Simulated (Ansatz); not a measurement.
**KZnF3: an energy map of one atom**

The task, for KZnF3: map the energy of atom 3 (F) over a plane.

Program: Ansatz 0.2.0. Level of theory: DFT LDA, scalar-relativistic, plane waves, PAW. These are calculated values, not measurements.

**1. Starting point**

Symmetry: Pm-3m, No. 221, cubic system. Conventional cell: a = 4.050 Å, b = 4.050 Å, c = 4.050 Å, α = 90.00°, β = 90.00°, γ = 90.00°. Around K (site symmetry m-3m) lie 12 F at 2.86 Å. Around Zn (site symmetry m-3m) lie 6 F at 2.02 Å. F (site symmetry 4/mmm) is surrounded by 2 Zn at 2.02 Å and 4 K at 2.86 Å.

Structure file:

```cif
data_structure
_symmetry_space_group_name_H-M 'Pm-3m'
_symmetry_Int_Tables_number 221
_cell_length_a 4.0500
_cell_length_b 4.0500
_cell_length_c 4.0500
_cell_angle_alpha 90.000
_cell_angle_beta 90.000
_cell_angle_gamma 90.000
_cell_volume 66.43
loop_
_atom_site_label
_atom_site_type_symbol
_atom_site_symmetry_multiplicity
_atom_site_Wyckoff_symbol
_atom_site_fract_x
_atom_site_fract_y
_atom_site_fract_z
_atom_site_occupancy
K1 K 1 a 0.00000 0.00000 0.00000 1
Zn1 Zn 1 b 0.50000 0.50000 0.50000 1
F1 F 3 c 0.50000 0.50000 0.00000 1
```

The cell is taken as given, not relaxed at this level.

**2. The reference cell**

The reference gives a free energy of -7128.3752 eV, pressure -4.79 GPa, largest force 0.000 eV/Å and gap on the mesh 3.63 eV. It was computed beforehand with the settings of the runs below.

**3. Setting up an energy map of one atom**

Atom 3 (F) is moved by p along (0.707, 0.707, 0.000) and q along (0.000, 0.000, 1.000) (Å), all else fixed; its images in the other cells move with it. Points alike by symmetry are run once.

**4. Point p = -0.300, q = -0.300**

input.yaml reads:

```yaml
crystal:
  lattice:
    - [4.05, 0.0, 0.0]
    - [0.0, 4.05, 0.0]
    - [0.0, 0.0, 4.05]
  atoms:
    - { symbol: K, position: [0.0, 0.0, 0.0] }
    - { symbol: Zn, position: [0.5, 0.5, 0.5] }
    - { symbol: F, position: [0.4476217199, 0.4476217199, -0.0740740741] }
    - { symbol: F, position: [0.0, 0.5, 0.5] }
    - { symbol: F, position: [0.5, 0.0, 0.5] }
basis:
  ecutwfc: 420
kpoints:
  mp_grid: { grid: [6, 6, 6] }
hamiltonian:
  xc: lda
scf:
  occupations: { method: gaussian, width: 0.05 }
output:
  forces: true
  stress: true
  eigenvalues: true
```

The run is started by

```sh
$ ansatz run input.yaml --threads 1 --pin off --max-ram 1228MiB --backend cpu --events-out ev --progress --plain --runs-dir out
```

**5. p = -0.300, q = 0.000**

input.yaml, as its differences from that of step 4:

```diff
@@ -8,3 +8,3 @@
     - { symbol: Zn, position: [0.5, 0.5, 0.5] }
-    - { symbol: F, position: [0.4476217199, 0.4476217199, -0.0740740741] }
+    - { symbol: F, position: [0.4476217199, 0.4476217199, 0.0] }
     - { symbol: F, position: [0.0, 0.5, 0.5] }
```

**6. At p = 0.000, q = -0.300**

input.yaml, as its differences from that of step 5:

```diff
@@ -8,3 +8,3 @@
     - { symbol: Zn, position: [0.5, 0.5, 0.5] }
-    - { symbol: F, position: [0.4476217199, 0.4476217199, 0.0] }
+    - { symbol: F, position: [0.5, 0.5, -0.0740740741] }
     - { symbol: F, position: [0.0, 0.5, 0.5] }
```

**7. At p = -0.300, q = -0.150**

input.yaml, as its differences from that of step 6:

```diff
@@ -8,3 +8,3 @@
     - { symbol: Zn, position: [0.5, 0.5, 0.5] }
-    - { symbol: F, position: [0.5, 0.5, -0.0740740741] }
+    - { symbol: F, position: [0.4476217199, 0.4476217199, -0.037037037] }
     - { symbol: F, position: [0.0, 0.5, 0.5] }
```

**8. p = -0.150, q = -0.300**

input.yaml, as its differences from that of step 7:

```diff
@@ -8,3 +8,3 @@
     - { symbol: Zn, position: [0.5, 0.5, 0.5] }
-    - { symbol: F, position: [0.4476217199, 0.4476217199, -0.037037037] }
+    - { symbol: F, position: [0.47381086, 0.47381086, -0.0740740741] }
     - { symbol: F, position: [0.0, 0.5, 0.5] }
```

**9. p = -0.150, q = 0.000**

input.yaml, as its differences from that of step 8:

```diff
@@ -8,3 +8,3 @@
     - { symbol: Zn, position: [0.5, 0.5, 0.5] }
-    - { symbol: F, position: [0.47381086, 0.47381086, -0.0740740741] }
+    - { symbol: F, position: [0.47381086, 0.47381086, 0.0] }
     - { symbol: F, position: [0.0, 0.5, 0.5] }
```

**10. Point p = 0.000, q = -0.150**

input.yaml, as its differences from that of step 9:

```diff
@@ -8,3 +8,3 @@
     - { symbol: Zn, position: [0.5, 0.5, 0.5] }
-    - { symbol: F, position: [0.47381086, 0.47381086, 0.0] }
+    - { symbol: F, position: [0.5, 0.5, -0.037037037] }
     - { symbol: F, position: [0.0, 0.5, 0.5] }
```

**11. p = -0.150, q = -0.150**

input.yaml, as its differences from that of step 10:

```diff
@@ -8,3 +8,3 @@
     - { symbol: Zn, position: [0.5, 0.5, 0.5] }
-    - { symbol: F, position: [0.5, 0.5, -0.037037037] }
+    - { symbol: F, position: [0.47381086, 0.47381086, -0.037037037] }
     - { symbol: F, position: [0.0, 0.5, 0.5] }
```

(Steps that only read results are left out.)

**Question.** What will these runs give? Wanted: highest point; lowest point away from the origin.

**Answer**, as computed:

```
                         quantity                                       value
                    highest point  0.554 eV/cell at (p, q) = (-0.300, -0.300)
lowest point away from the origin            0.020 eV/cell at (-0.150, 0.000)
```

No computed point lies below the origin. Read as harmonic, the points at ±0.150 Å give force constants of 1.80 eV/Å² along p and 9.81 eV/Å² along q: the atom moves more easily along p. The gap on the mesh runs from 3.36 to 3.63 eV over the map.
